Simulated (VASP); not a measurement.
# C (P6_3/mmc) in VASP: settings compared

One crystal, C, is run at these levels: PBE+D3(BJ), r2SCAN, PBEsol; tasks: relaxation of cell and atoms.

Everything below comes from runs of VASP 6.6.1. Logs are shortened: lines on timing, memory, paths and dates and some standing lists are left out, and cuts for length are marked.

### Step 1. The crystal as given

Symmetry: P6_3/mmc, No. 194, hexagonal system. The conventional cell has a = 2.465 Å, b = 2.465 Å, c = 6.702 Å, α = 90.00°, β = 90.00°, γ = 120.00°. C (site symmetry -6m2) is surrounded by 3 C at 1.42 Å. C (site symmetry -6m2) has 3 C at 1.42 Å as nearest neighbours.

### Step 2. Relaxation of cell and atoms, PBE+D3(BJ)

Input file INCAR:

```
PREC     = Accurate       # precision mode
ENCUT    = 600            # plane-wave cutoff, eV
EDIFF    = 1E-7           # SCF threshold, eV
ISMEAR   = 0              # smearing method
SIGMA    = 0.03           # smearing width, eV
LREAL    = F              # projectors in reciprocal space
LASPH    = T              # aspherical terms in the spheres
NELM     = 80             # most SCF steps
ALGO     = Normal         # electronic algorithm
ISIF     = 3              # what is computed and relaxed
LWAVE    = F              # write WAVECAR
LCHARG   = F              # write CHGCAR
GGA      = PE             # functional
IVDW     = 12             # dispersion correction
IBRION   = 2              # ionic algorithm
NSW      = 90             # ionic steps
EDIFFG   = -0.005         # ionic threshold
```

Input file KPOINTS:

```
regular mesh
0
Gamma
  15 15 4
```

Input file POSCAR:

```
C                                       
1.0
    2.4652662132      0.0000000000     -0.0000000000
   -1.2326331066      2.1349831678     -0.0000000000
   -0.0000000000     -0.0000000000      6.7016984360
  C             
     4
Direct
     0.0000000000000000    0.0000000000000000    0.2500000000000000
     0.0000000000000000    1.0000000000000000    0.7500000000000000
     0.3333333300000021    0.6666666699999979    0.2500000000000000
     0.6666666699999979    0.3333333300000021    0.7500000000000000
```

Potentials or basis: VASP PAW PBE potentials, release 64 (C).

Run with:

```sh
$ cat potpaw_PBE.64/C/POTCAR > POTCAR
$ mpirun -np 1 vasp_std > vasp.out
```

OUTCAR:

```text
PREC = Accurate
   ENCUT = 600
   EDIFF = 1E-7
   ISMEAR = 0
   LREAL = F
   LASPH = T
   NELM = 80
   ISIF = 3
   GGA = PE
   IVDW = 12
   IBRION = 2
   NSW = 90
   EDIFFG = -0.005
 IVDW          = 12

 ion  position               nearest neighbor table
   1  0.000  0.000  0.250-   3 1.42   3 1.42   3 1.42
   2  0.000  0.000  0.750-   4 1.42   4 1.42   4 1.42
   3  0.333  0.667  0.250-   1 1.42   1 1.42   1 1.42
   4  0.667  0.333  0.750-   2 1.42   2 1.42   2 1.42

  LATTYP: Found a hexagonal cell.
 ALAT       =     2.4652662132
 C/A-ratio  =     2.7184481741

  Lattice vectors:

 A1 = (   2.4652662132,   0.0000000000,   0.0000000000)
 A2 = (  -1.2326331066,   2.1349831678,   0.0000000000)
 A3 = (   0.0000000000,   0.0000000000,   6.7016984360)

Analysis of symmetry for initial positions (statically):
=====================================================================
 Subroutine PRICEL returns:
 Original cell was already a primitive cell.

 Routine SETGRP: Setting up the symmetry group for a
 hexagonal supercell.

 Subroutine GETGRP returns: Found 24 space group operations
 (whereof 12 operations were pure point group operations)
 out of a pool of 24 trial point group operations.

The static configuration has the point symmetry D_3d.
 The point group associated with its full space group is D_6h.

Analysis of symmetry for dynamics (positions and initial velocities):
=====================================================================
 Subroutine PRICEL returns:
 Original cell was already a primitive cell.

 Routine SETGRP: Setting up the symmetry group for a
 hexagonal supercell.

 Subroutine GETGRP returns: Found 24 space group operations
 (whereof 12 operations were pure point group operations)
 out of a pool of 24 trial point group operations.

The dynamic configuration has the point symmetry D_3d.
 The point group associated with its full space group is D_6h.

 Subroutine INISYM returns: Found 24 space group operations
 (whereof 12 operations are pure point group operations),
 and found     1 'primitive' translations

----------------------------------------------------------------------------------------

                                     Primitive cell

  volume of cell :      35.2731

  direct lattice vectors                    reciprocal lattice vectors
     2.465266213  0.000000000  0.000000000     0.405635706  0.234193884  0.000000000
    -1.232633107  2.134983168  0.000000000     0.000000000  0.468387768  0.000000000
     0.000000000  0.000000000  6.701698436     0.000000000  0.000000000  0.149215905

  length of vectors
     2.465266213  2.465266213  6.701698436     0.468387768  0.468387768  0.149215905

  position of ions in fractional coordinates (direct lattice)
     0.000000000  0.000000000  0.250000000
     0.000000000  0.000000000  0.750000000
     0.333333330  0.666666670  0.250000000
     0.666666670  0.333333330  0.750000000

  ion indices of the primitive-cell ions
   primitive index   ion index
                 1           1
                 2           2
                 3           3
                 4           4

----------------------------------------------------------------------------------------

 KPOINTS: regular mesh

Automatic generation of k-mesh.
 Grid dimensions read from file:
 generate k-points for:   15   15    4

 Generating k-lattice:

  Cartesian coordinates                     Fractional coordinates (reciprocal lattice)
     0.027042380  0.015612926  0.000000000     0.066666667  0.000000000  0.000000000
     0.000000000  0.031225851  0.000000000     0.000000000  0.066666667  0.000000000
     0.000000000  0.000000000  0.037303976     0.000000000  0.000000000  0.250000000

  Length of vectors
     0.031225851  0.031225851  0.037303976

  Shift w.r.t. Gamma in fractional coordinates (k-lattice)
     0.000000000  0.000000000  0.000000000

 Subroutine IBZKPT returns following result:
 ===========================================

 Found     81 irreducible k-points:

 Following reciprocal coordinates:
            Coordinates               Weight
  0.000000  0.000000  0.000000      1.000000
  0.066667 -0.000000  0.000000      6.000000
  0.133333 -0.000000  0.000000      6.000000
  0.200000 -0.000000  0.000000      6.000000
  0.266667 -0.000000  0.000000      6.000000
  0.333333 -0.000000  0.000000      6.000000
[... 16 lines left out ...]
  0.333333  0.200000  0.000000     12.000000
  0.400000  0.200000  0.000000      6.000000
 [... further k-points ...]
   k-points           NKPTS =     81   k-points in BZ     NKDIM =     81   number of bands    NBANDS=     12
   number of dos      NEDOS =    301   number of ions     NIONS =      4
   total plane-waves  NPLWV =  21600
   dimension x,y,z NGX =    20 NGY =   20 NGZ =   54
   dimension x,y,z NGXF=    40 NGYF=   40 NGZF=  108
   ions per type =               4
   NGX,Y,Z   is equivalent  to a cutoff of  13.49, 13.49, 13.40 a.u.
   NGXF,Y,Z  is equivalent  to a cutoff of  26.97, 26.97, 26.79 a.u.
 SYSTEM =  unknown system
   PREC   = accura    normal or accurate (medium, high low for compatibility)
   ISTART =      0    job   : 0-new  1-cont  2-samecut
   ICHARG =      2    charge: 1-file 2-atom 10-const
   ISPIN  =      1    spin polarized calculation?
   LNONCOLLINEAR =      F non collinear calculations
   LSORBIT =      F    spin-orbit coupling
   LASPH  =      T    aspherical Exc in radial PAW
   ENCUT  =  600.0 eV  44.10 Ry    6.64 a.u.   4.92  4.92 13.38*2*pi/ulx,y,z
   NELM   =     80;   NELMIN=  2; NELMDL= -5     # of ELM steps
   EDIFF  = 0.1E-06   stopping-criterion for ELM
   LREAL  =      F    real-space projection
   EDIFFG = -.5E-02   stopping-criterion for IOM
   NSW    =     90    number of steps for IOM
   IBRION =      2    ionic relax: 0-MD 1-quasi-New 2-CG
   NFREE  =      1    steps in history (QN), initial steepest desc. (CG)
   ISIF   =      3    stress and relaxation
   ISYM   =      2    0-nonsym 1-usesym 2-fastsym
   POTIM  = 0.5000    time-step for ionic-motion
   TEBEG  =    0.0;   TEEND  =   0.0 temperature during run
   PSTRESS=    0.0 pullay stress
   NELECT =      16.0000    total number of electrons
   NUPDOWN=      -1.0000    fix difference up-down
   EMIN   =  10.00;   EMAX   =-10.00  energy-range for DOS
   EFERMI =   0.00;   METHOD = LEGACY
   ISMEAR =     0;   SIGMA  =   0.03  broadening in eV -4-tet -1-fermi 0-gaus
   EFERMI_NEDOS =   21; number of points for ismear=-14 and -15
   IALGO  =     38    algorithm
   IMIX   =      4    mixing-type and parameters
     AMIX     =   0.40;   BMIX     =  1.00
     AMIX_MAG =   1.60;   BMIX_MAG =  1.00
  volume/ion in A,a.u.               =       8.82        59.51
  Fermi-wavevector in a.u.,A,eV,Ry     =   1.257864  2.377019 21.527443  1.582222
  Thomas-Fermi vector in A             =   2.391502
   LORBIT       =      0    0 simple, 1 ext, 2 COOP (PROOUT), +10 PAW based schemes
   GGA     = PE    functional components
   LHFCALC =     F    Hartree Fock is set to
   AEXX    =    0.0000 exact exchange contribution
   IVDW    =    12    specifies the selected vdW correction
   LEPSILON=     F    determine dielectric tensor
   LRPA    =     F    only Hartree local field effects (RPA)
 conjugate gradient relaxation of ions
 non-spin polarized calculation
 Gauss-broadening in eV      SIGMA  =   0.03
  energy-cutoff  :      600.00
  volume of cell :       35.27
 maximum number of plane-waves:      1209
 NGX is ok and might be reduce to    20
   NGX =  9   NGY =  9   NGZ = 27

--------------------------------------- Ionic step        1  -------------------------------------------

 number of electron      16.0000001 magnetization

 Free energy of the ion-electron system (eV)
  ---------------------------------------------------
  ext. energy  EPLUGINS =         0.00000000
  ---------------------------------------------------
  free energy    TOTEN  =       -36.85012363 eV

  energy without entropy =      -36.84978898  energy(sigma->0) =      -36.84995631

------------------------ aborting loop because EDIFF is reached ----------------------------------------

 Edisp (eV)   -0.62626

 E8    (eV) :    -0.1775

  FORCE on cell =-STRESS in cart. coord.  units (eV):
  Direction    XX          YY          ZZ          XY          YZ          ZX
  --------------------------------------------------------------------------------------
  -------------------------------------------------------------------------------------
  Total       0.00698     0.00698    -0.03323     0.00000     0.00000     0.00000
  in kB       0.31709     0.31709    -1.50934     0.00000     0.00000     0.00000
  external pressure =       -0.29 kB  Pullay stress =        0.00 kB
[... 191 lines left out ...]
  energy  without entropy=      -37.4760854263  energy(sigma->0) =      -37.47625218

--------------------------------------- Ionic step        6  -------------------------------------------

 number of electron      16.0000001 magnetization

 Free energy of the ion-electron system (eV)
  ---------------------------------------------------
  ext. energy  EPLUGINS =         0.00000000
  ---------------------------------------------------
  free energy    TOTEN  =       -36.84866273 eV

  energy without entropy =      -36.84832976  energy(sigma->0) =      -36.84849625

 E-fermi :   4.6960     XC(G=0): -10.3445

 val. band max:        4.6940392042   @ k =   0.3333   0.3333   0.5000
 cond. band min:       4.6965769706   @ k =   0.3333   0.3333   0.2500
 fundamental gap:      0.0025377664
 Fermi energy:         4.6960392305

 k-point     1 :       0.0000    0.0000    0.0000
  band No.  band energies     occupation
      1     -14.9488      2.00000
      2     -14.6412      2.00000
      3      -3.8215      2.00000
      4      -1.8219      2.00000
      5       1.6841      2.00000
      6       1.6841      2.00000
      7       1.7032      2.00000
      8       1.7032      2.00000
      9       9.0203      0.00000
     10      13.0202      0.00000
     11      13.0321      0.00000
     12      13.0737      0.00000
[... 331 lines left out ...]
 k-point    24 :       0.4000    0.2000    0.0000
  band No.  band energies     occupation
      1      -9.0037      2.00000
      2      -8.8952      2.00000
      3      -7.9818      2.00000
      4      -7.9129      2.00000
      5      -4.1655      2.00000
      6      -4.0597      2.00000
      7       2.7879      2.00000
      8       3.4644      2.00000
      9       6.0632      0.00000
     10       6.1931      0.00000
     11      15.2079      0.00000
     12      15.8796      0.00000

 [... further k-points ...]

------------------------ aborting loop because EDIFF is reached ----------------------------------------

 Edisp (eV)   -0.62777

 E8    (eV) :    -0.1780

  FORCE on cell =-STRESS in cart. coord.  units (eV):
  Direction    XX          YY          ZZ          XY          YZ          ZX
  --------------------------------------------------------------------------------------
  -------------------------------------------------------------------------------------
  Total      -0.01269    -0.01269    -0.01608     0.00000     0.00000     0.00000
  in kB      -0.57748    -0.57748    -0.73160     0.00000     0.00000     0.00000
  external pressure =       -0.63 kB  Pullay stress =        0.00 kB
[... 19 lines left out ...]
  FREE ENERGIE OF THE ION-ELECTRON SYSTEM (eV)
  ---------------------------------------------------
  free  energy   TOTEN  =       -37.4764345579 eV

  energy  without entropy=      -37.4761015865  energy(sigma->0) =      -37.47626807

 reached required accuracy - stopping structural energy minimisation
```

Run time: 61 s. Hardware: 1 thread of Intel Xeon Platinum 8488C (Sapphire Rapids), shared host; peak memory 0.18 GiB.

What came out:

```yaml
Free_energy: -37.4764 eV
Relaxed_volume: 8.80 Å³/atom
Relaxed_cell: a = 2.465 Å, b = 2.465 Å, c = 6.688 Å, α = 90.00°, β = 90.00°, γ = 120.00°
Space_group_after_relaxing_to_0.05_Å: P6_3/mmc (No. 194)
Energy_gained_by_relaxing: 0.0 meV/atom
Ionic_steps: 6
Pressure_after_relaxing: -0.1 GPa
Band_gap_on_the_k_mesh: none (metal or under the smearing width)
Dispersion_energy_per_atom: -0.157 eV
```

Final structure:
```xyz
4
Lattice="2.4654 0.0000 0.0000 -1.2327 2.1351 0.0000 0.0000 0.0000 6.6881" Properties=species:S:1:pos:R:3 pbc="T T T"
C     0.0000    0.0000    1.6720
C     2.4654    0.0000    5.0161
C     0.0000    1.4234    1.6720
C     1.2327    0.7117    5.0161
```

### Step 3. Relaxation of cell and atoms, r2SCAN

This run uses another cell than the first one, of 10.28 Å³/atom, 1.166 times its volume.

Input file INCAR:

```
PREC = Accurate
ENCUT = 600
EDIFF = 1E-6
ISMEAR = 0
SIGMA = 0.03
LREAL = False
LASPH = True
NELM = 80
ALGO = Normal
ISIF = 3
LWAVE = False
LCHARG = False
METAGGA = R2SCAN
LMIXTAU = True
IBRION = 2
NSW = 90
EDIFFG = -0.01
```

KPOINTS is that of step 2.

Input file POSCAR:

```
C
1.0
    2.4672912616      0.0000000000      0.0000000000
   -1.2336456308      2.1367369111      0.0000000000
    0.0000000000      0.0000000000      7.8030730000
C
4
Direct
    0.0000000000      0.0000000000      0.2500000000
    0.0000000000      0.0000000000      0.7500000000
    0.3333333300      0.6666666700      0.2500000000
    0.6666666700      0.3333333300      0.7500000000
```

Potentials or basis: VASP PAW PBE potentials, release 64 (C).

Run with:

```sh
$ cat potpaw_PBE.64/C/POTCAR > POTCAR
$ mpirun -np 1 vasp_std > vasp.out
```

Wall time 20 min (1 thread of Intel Xeon Platinum 8488C (Sapphire Rapids), shared host); peak memory 0.18 GiB.

It converged, with:

```yaml
Free_energy: -39.7746 eV
Relaxed_volume: 9.04 Å³/atom
Relaxed_cell: a = 2.457 Å, b = 2.457 Å, c = 6.915 Å, α = 90.00°, β = 90.00°, γ = 120.00°
Space_group_after_relaxing_to_0.05_Å: P6_3/mmc (No. 194)
Energy_gained_by_relaxing: 8.2 meV/atom
Ionic_steps: 12
Pressure_after_relaxing: 0.0 GPa
Band_gap_on_the_k_mesh: none (metal or under the smearing width)
```

Stress tensor (GPa, compression positive):
```
-0.05  0.00  0.00
 0.00 -0.05  0.00
 0.00  0.00  0.05
```

Step by step:
| step | energy change (eV) | largest force (eV/Å) | pressure (GPa) | volume (Å³) |
| --- | --- | --- | --- | --- |
| 1 | 0.0000 | 0.0000 | -3.44 | 41.14 |
| 2 | 0.0208 | 0.0000 | 7.02 | 39.84 |
| 3 | -0.0052 | 0.0000 | -0.34 | 40.73 |
| 4 | -0.0065 | 0.0000 | -0.36 | 40.58 |
| 5 | -0.0105 | 0.0000 | -0.41 | 40.12 |
| 6 | -0.0181 | 0.0000 | -0.50 | 39.21 |
| 7 | -0.0301 | 0.0000 | -0.59 | 37.38 |
| 8 | -0.0097 | 0.0000 | -0.01 | 33.72 |
| 9 | -0.0323 | 0.0000 | -0.57 | 36.69 |
| 10 | -0.0328 | 0.0000 | -0.54 | 36.22 |
| 11 | 0.0113 | 0.0000 | 11.07 | 34.67 |
| 12 | -0.0329 | 0.0000 | -0.02 | 36.14 |

Final structure:
```xyz
4
Lattice="2.4566 0.0000 0.0000 -1.2283 2.1275 0.0000 0.0000 0.0000 6.9153" Properties=species:S:1:pos:R:3 pbc="T T T"
C     0.0000    0.0000    1.7288
C     0.0000    0.0000    5.1864
C     0.0000    1.4183    1.7288
C     1.2283    0.7092    5.1864
```

Levels at points of the mesh, in eV from the Fermi level:
```csv
k point,band 5,band 6,band 7,band 8,band 9,band 10,band 11,band 12
"(0.00, 0.00, 0.00)",-3.20,-3.20,-3.19,-3.19,4.18,8.72,8.72,8.76
"(0.00, 0.00, 0.50)",-3.20,-3.20,-3.20,-3.20,6.72,6.72,8.74,8.74
```

Caveat: the PAW data sets were made with another functional, which shifts forces and pressure a little.

### Step 4. Relaxation of cell and atoms, r2SCAN

This run uses another cell than the first one, of 9.04 Å³/atom, 1.025 times its volume.

INCAR, as its differences from that of step 3:

```diff
@@ -2,3 +2,3 @@
 ENCUT = 600
-EDIFF = 1E-6
+EDIFF = 1E-7
 ISMEAR = 0
@@ -16,2 +16,2 @@
 NSW = 90
-EDIFFG = -0.01
+EDIFFG = -0.005
```

KPOINTS is that of step 3.

Input file POSCAR:

```
C                                       
1.0
    2.4565909097     -0.0000000000     -0.0000000000
   -1.2282954549      2.1274701346     -0.0000000000
    0.0000000000     -0.0000000000      6.9152540373
  C             
     4
Direct
     0.0000000000000000    0.0000000000000000    0.2500000000000000
     0.0000000000000000    0.0000000000000000    0.7500000000000000
     0.3333333300000021    0.6666666699999979    0.2500000000000000
     0.6666666699999979    0.3333333300000021    0.7500000000000000
```

Run with:

```sh
$ cat potpaw_PBE.64/C/POTCAR > POTCAR
$ mpirun -np 1 vasp_std > vasp.out
```

It took 4.3 min on 1 thread of Intel Xeon Platinum 8488C (Sapphire Rapids), shared host; peak memory 0.17 GiB.

It converged, with:

* Free energy: -39.7606 eV
* Relaxed volume: 9.04 Å³/atom
* Relaxed cell: a = 2.457 Å, b = 2.457 Å, c = 6.916 Å, α = 90.00°, β = 90.00°, γ = 120.00°
* Space group after relaxing (to 0.05 Å): P6_3/mmc (No. 194)
* Energy gained by relaxing: 0.0 meV/atom
* Ionic steps: 3
* Pressure after relaxing: 0.0 GPa
* Band gap on the k mesh: none (metal or under the smearing width)

Final structure:
```cif
data_structure
_symmetry_space_group_name_H-M 'P 1'
_symmetry_Int_Tables_number 1
_cell_length_a 2.4568
_cell_length_b 2.4568
_cell_length_c 6.9156
_cell_angle_alpha 90.000
_cell_angle_beta 90.000
_cell_angle_gamma 120.000
_cell_volume 36.15
loop_
_atom_site_label
_atom_site_type_symbol
_atom_site_fract_x
_atom_site_fract_y
_atom_site_fract_z
_atom_site_occupancy
C1 C 0.00000 0.00000 0.25000 1
C2 C 0.00000 0.00000 0.75000 1
C3 C 0.33333 0.66667 0.25000 1
C4 C 0.66667 0.33333 0.75000 1
```

Levels at points of the mesh, in eV from the Fermi level:
```tsv
k point	band 4	band 5	band 6	band 7	band 8	band 9	band 10	band 11	band 12
(0.00, 0.00, 0.00)	-7.19	-3.20	-3.20	-3.19	-3.19	4.18	8.72	8.72	8.76
(0.00, 0.00, 0.50)	-8.13	-3.20	-3.20	-3.20	-3.20	6.72	6.72	8.74	8.74
```

Caveat: the PAW data sets were made with another functional, which shifts forces and pressure a little.

(Continued in part 2 of 2.)
